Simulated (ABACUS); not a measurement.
# Ir (Fm-3m) in ABACUS: notebook, part 2 of 2

ABACUS 3.10.1.

## Step 4: Relaxation of cell and atoms, r2SCAN

run_abacus.py

```python
"""Relaxation by an ASE optimiser with ABACUS as a small file-based calculator."""
import re
import subprocess
import numpy as np
from ase.calculators.calculator import Calculator, all_changes
from ase.filters import FrechetCellFilter
from ase.io import read
from ase.optimize import BFGSLineSearch
from ase.stress import full_3x3_to_voigt_6_stress
from ase.units import Bohr, GPa

atoms = read("Ir.cif")
atoms = atoms[(-atoms.numbers).argsort(kind="stable")]  # ABACUS lists atoms element by element
pseudo = {'Ir': 'Ir_ONCV_PBE-1.2.upf'}
orbital = {}
magmoms = None
kmesh = [8, 8, 8]
params = {
    'suffix': 'Ir',
    'calculation': 'scf',
    'basis_type': 'pw',
    'pseudo_dir': './',
    'symmetry': 1,
    'dft_functional': 'MGGA_X_R2SCAN+MGGA_C_R2SCAN',
    'ecutwfc': 79,
    'pseudo_rcut': 10,
    'nspin': 1,
    'nbands': 13,
    'ks_solver': 'dav',
    'smearing_method': 'fd',
    'smearing_sigma': 0.00367493,
    'scf_thr': 1e-08,
    'scf_nmax': 100,
    'mixing_type': 'broyden',
    'mixing_beta': 0.7,
    'cal_force': 1,
    'cal_stress': 1,
    'mixing_tau': 1,
    'kpar': 4,
}

def write_input(atoms):
    symbols = atoms.get_chemical_symbols()
    elements = list(dict.fromkeys(symbols))
    lines = ["ATOMIC_SPECIES"] + [f"{e} {atoms.get_masses()[symbols.index(e)]:.4f} {pseudo[e]}" for e in elements]
    if orbital:
        lines += ["", "NUMERICAL_ORBITAL"] + [orbital[e] for e in elements]
    lines += ["", "LATTICE_CONSTANT", f"{1 / Bohr:.10f}", "", "LATTICE_VECTORS"]
    lines += [" ".join(f"{x:.10f}" for x in v) for v in atoms.cell]
    lines += ["", "ATOMIC_POSITIONS", "Direct"]
    for e in elements:
        lines += ["", e, "0.0", str(symbols.count(e))]
        for i, p in enumerate(atoms.get_scaled_positions(wrap=False)):
            if symbols[i] == e:
                mag = "" if magmoms is None else " mag " + " ".join(str(x) for x in (magmoms[i] if isinstance(magmoms[i], list) else [magmoms[i]]))
                lines.append(" ".join(f"{x:.10f}" for x in p) + " 1 1 1" + mag)
    open("STRU", "w").write("\n".join(lines) + "\n")
    open("KPT", "w").write("K_POINTS\n0\nGamma\n%d %d %d 0 0 0\n" % tuple(kmesh))
    open("INPUT", "w").write("INPUT_PARAMETERS\n" + "".join(f"{k:<20s}{v}\n" for k, v in params.items()))

class Abacus(Calculator):
    implemented_properties = ["energy", "free_energy", "forces", "stress"]

    def calculate(self, atoms=None, properties=("energy",), system_changes=all_changes):
        super().calculate(atoms, properties, system_changes)
        write_input(self.atoms)
        subprocess.run(['mpirun', '-np', '4', 'abacus'], check=True)
        log = open("OUT.Ir/running_scf.log").read()
        if "charge density convergence is achieved" not in log:
            raise RuntimeError("SCF not converged")
        rows = lambda title, n: np.array([l.split()[-3:] for l in log.split(title)[-1].split("\n")[2:2 + n]], float)
        energy = float(re.findall(r"FINAL_ETOT_IS (\S+)", log)[-1])
        stress = -rows("TOTAL-STRESS", 3) / 10 * GPa  # ABACUS prints kbar, compression positive
        self.results = dict(energy=energy, free_energy=energy, forces=rows("TOTAL-FORCE", len(self.atoms)), stress=full_3x3_to_voigt_6_stress(stress))

atoms.calc = Abacus()
opt = BFGSLineSearch(FrechetCellFilter(atoms), logfile="opt.log", trajectory="relax.traj")
print("optimiser converged:", opt.run(fmax=0.03, steps=60))
```

Ir.cif

```cif
data_Ir
_cell_length_a 2.70906750
_cell_length_b 2.70906750
_cell_length_c 2.70906750
_cell_angle_alpha 60.00000000
_cell_angle_beta 60.00000000
_cell_angle_gamma 60.00000000
_space_group_name_H-M_alt 'P1'
_space_group_name_Hall 'P 1'
_space_group_IT_number 1
loop_
_space_group_symop_operation_xyz
'x,y,z'
loop_
_atom_site_label
_atom_site_type_symbol
_atom_site_symmetry_multiplicity
_atom_site_Wyckoff_symbol
_atom_site_fract_x
_atom_site_fract_y
_atom_site_fract_z
_atom_site_occupancy
Ir1 Ir 1 a 0.0000000000 0.0000000000 0.0000000000 1
```

Command:

```sh
> OMP_NUM_THREADS=1 python run_abacus.py > log
```

Wall time 32 s (4 MPI ranks of Intel Xeon Platinum 8488C (Sapphire Rapids), shared host); peak memory 0.36 GiB.

Results (log left out):

```yaml
Free_energy: -2890.6887 eV
Relaxed_volume: 14.22 Å³/atom
Relaxed_cell: a = 2.720 Å, b = 2.720 Å, c = 2.720 Å, α = 60.00°, β = 60.00°, γ = 60.00°
Space_group_after_relaxing_to_0.05_Å: Fm-3m (No. 225)
Energy_gained_by_relaxing: 2.4 meV/atom
Ionic_steps: 3
Pressure_after_relaxing: 0.0 GPa
Band_gap_on_the_k_mesh: none (metal or under the smearing width)
```

Step by step:
| step | energy change (eV) | largest force (eV/Å) | pressure (GPa) | volume (Å³) |
| --- | --- | --- | --- | --- |
| 1 | 0.0000 | 0.0000 | 4.60 | 14.06 |
| 2 | -0.0024 | 0.0000 | -0.49 | 14.24 |
| 3 | -0.0024 | 0.0000 | -0.01 | 14.22 |

Final structure:
```
CELL_PARAMETERS angstrom
2.71966 0.00000 0.00000
1.35983 2.35529 0.00000
1.35983 0.78510 2.22059
ATOMIC_POSITIONS crystal
Ir 0.00000 0.00000 0.00000
```

Levels at points of the mesh, in eV from the Fermi level:
```csv
k point,band 5,band 6,band 7,band 8,band 9,band 10,band 11,band 12
"(0.00, 0.00, 0.00)",-11.75,-4.05,-4.05,-4.05,-1.34,-1.34,14.09,19.87
"(0.50, 0.50, 0.50)",-8.53,-4.21,-4.21,-0.89,0.89,0.89,7.42,13.87
"(0.50, 0.50, 0.00)",-8.28,-7.68,0.80,1.53,1.53,1.53,10.74,11.83
```

Caveat: the potentials were made for another functional, which shifts forces and pressure.

## Step 5: Single point, SCAN

INPUT

```
INPUT_PARAMETERS
suffix              Ir
calculation         scf
basis_type          lcao
pseudo_dir          ./
orbital_dir         ./
symmetry            1
dft_functional      scan
ecutwfc             100
pseudo_rcut         10
nspin               1
nbands              19
ks_solver           genelpa
smearing_method     fd
smearing_sigma      0.00367493
scf_thr             1e-07
scf_nmax            100
mixing_type         broyden
mixing_beta         0.7
cal_force           1
cal_stress          1
mixing_tau          1
out_mul             1
out_chg             1
```

STRU

```
ATOMIC_SPECIES
Ir 192.2170 Ir_ONCV_PBE-1.2.upf

NUMERICAL_ORBITAL
Ir_confined-atom_7au_3s2p2d1f.orb

LATTICE_CONSTANT
1.8897261246

LATTICE_VECTORS
0.0000000000 1.9156000000 1.9156000000
1.9156000000 0.0000000000 1.9156000000
1.9156000000 1.9156000000 0.0000000000

ATOMIC_POSITIONS
Direct

Ir
0.0
1
0.0000000000 0.0000000000 0.0000000000 1 1 1
```

KPT

```
K_POINTS
0
Gamma
9 9 9 0 0 0
```

Potentials or basis: SG15 ONCV 1.2 PBE, DZP LCAO (the cutoffs set its grid).

Command:

```sh
> OMP_NUM_THREADS=1 mpirun -np 4 abacus > log
```

It took 9.5 s on 4 MPI ranks of AMD EPYC 9R45 (Zen 5), shared host; peak memory 0.4 GiB.

The run converged. Its results:

| Item | Value |
| --- | --- |
| Free energy | -2890.3188 eV |
| Pressure | -1.3 GPa |
| Band gap on the k mesh | none (metal or under the smearing width) |

Levels at points of the mesh, in eV from the Fermi level:
```csv
k point,band 7,band 8,band 9,band 10,band 11,band 12
"(0.00, 0.00, 0.00)",-3.98,-3.98,-1.19,-1.19,14.14,20.14
```

Caveat: the atomic orbitals were generated for these runs and aren't a published set; the potentials were made for another functional, which shifts forces and pressure; the basis of atomic orbitals isn't converged, which shifts pressures, moduli and gaps.

## Step 6: Summary

| task | level | potentials or basis | cell | k mesh | cutoff (eV) | orbital files | SCF threshold on the density | eigensolver | optimiser | force threshold | gap on the mesh (eV) | pressure (GPa) |
| --- | --- | --- | --- | --- | --- | --- | --- | --- | --- | --- | --- | --- |
| single point | PBE | PseudoDojo NC SR 0.5 PBE stringent, DZP LCAO (the cutoffs set its grid) | as given | 11 × 11 × 11 | 1361 | Ir Ir_confined-atom_7au_3s2p2d1f.orb | 1e-07 | scalapack_gvx | - | - | none | 13.4 |
| single point | r2SCAN | SG15 ONCV 1.2 PBE, plane waves | as given | 8 × 8 × 8 | 1075 | - | 1e-08 | dav | - | - | none | 4.6 |
| relaxation of cell and atoms | r2SCAN | SG15 ONCV 1.2 PBE, plane waves | relaxed | 8 × 8 × 8 | 1075 | - | 1e-08 | dav | ASE BFGSLineSearch | 0.03 eV/Å | none | 0.0 |
| single point | SCAN | SG15 ONCV 1.2 PBE, DZP LCAO (the cutoffs set its grid) | as given | 9 × 9 × 9 | 1361 | Ir Ir_confined-atom_7au_3s2p2d1f.orb | 1e-07 | genelpa | - | - | none | -1.3 |

Alike in all rows: no spin polarisation; smearing fermi-dirac 0.05 eV.

Caveats: the potentials were made for another functional, which shifts forces and pressure (some runs); the atomic orbitals were generated for these runs and aren't a published set (some runs); the basis of atomic orbitals isn't converged, which shifts pressures, moduli and gaps (some runs).

Total energies depend on the potentials used, so only differences within one code and one set of settings carry meaning.
